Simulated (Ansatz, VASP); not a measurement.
Given: the input of a run of Ansatz 0.2.0 on HfN.

input.yaml

```yaml
crystal:
  lattice:
    - [0.0, 2.487125994, 2.487125994]
    - [2.487125994, 0.0, 2.487125994]
    - [2.487125994, 2.487125994, 0.0]
  atoms:
    - { symbol: Hf, position: [0.0, 0.0, 0.0] }
    - { symbol: "N", position: [0.25, 0.25, 0.25] }
kpoints:
  mp_grid: { grid: [9, 9, 9] }
scf:
  occupations: { method: fermi_dirac, width: 0.05 }
hamiltonian:
  xc: pbesol
  pseudopotentials: { kind: all_electron, lapw: { basis_error: 0.0005 } }
output:
  forces: true
  stress: true
  eigenvalues: true
```

Potentials or basis: all-electron LAPW, scalar-relativistic.

The run is started by

```console
$ ansatz run input.yaml --threads 1 --pin off --max-ram 3072MiB --backend cpu --events-out ev --progress --plain --runs-dir out
```

Problem. Translate it to VASP 6.6.1. Potentials there: VASP PAW PBE potentials, release 64 (Hf_pv, N).

Solution. As run (the cutoff follows the program's own potentials):

Contents of INCAR:

```
SYSTEM = HfN
PREC = Accurate
ENCUT = 520
EDIFF = 1E-6
ISMEAR = -1
SIGMA = 0.05
LREAL = .False.
LASPH = .True.
NELM = 80
ALGO = Normal
ISIF = 2
LWAVE = .False.
LCHARG = .False.
GGA = PS
NBANDS = 14
```

File KPOINTS:

```
Automatic mesh
0
Gamma
  9 9 9
  0 0 0
```

Contents of POSCAR:

```
HfN
1.0
    0.0000000000      2.4871259940      2.4871259940
    2.4871259940      0.0000000000      2.4871259940
    2.4871259940      2.4871259940      0.0000000000
Hf N
1 1
Direct
    0.0000000000      0.0000000000      0.0000000000
    0.2500000000      0.2500000000      0.2500000000
```

Potentials or basis: VASP PAW PBE potentials, release 64 (Hf_pv, N).

The run is started by

```console
$ cat potpaw_PBE.64/Hf_pv/POTCAR potpaw_PBE.64/N/POTCAR > POTCAR
$ mpirun -np 1 vasp_std > vasp.out
```

Both were run:

|  | VASP | Ansatz | Ansatz less VASP |
| --- | --- | --- | --- |
| gap on the k mesh at the Fermi level (eV) | none | none | - |
| pressure (GPa) | -12.5 | -11.6 | +0.96 |

A gap of «none» marks a metal or a gap that the smearing closes. Ansatz ran all-electron here, so the differences hold the error of VASP's frozen core and of both bases.

Caveats: the PAW data sets were made with another functional, which shifts forces and pressure a little (VASP). Spin-orbit coupling is left out, which matters for the levels of Hf.
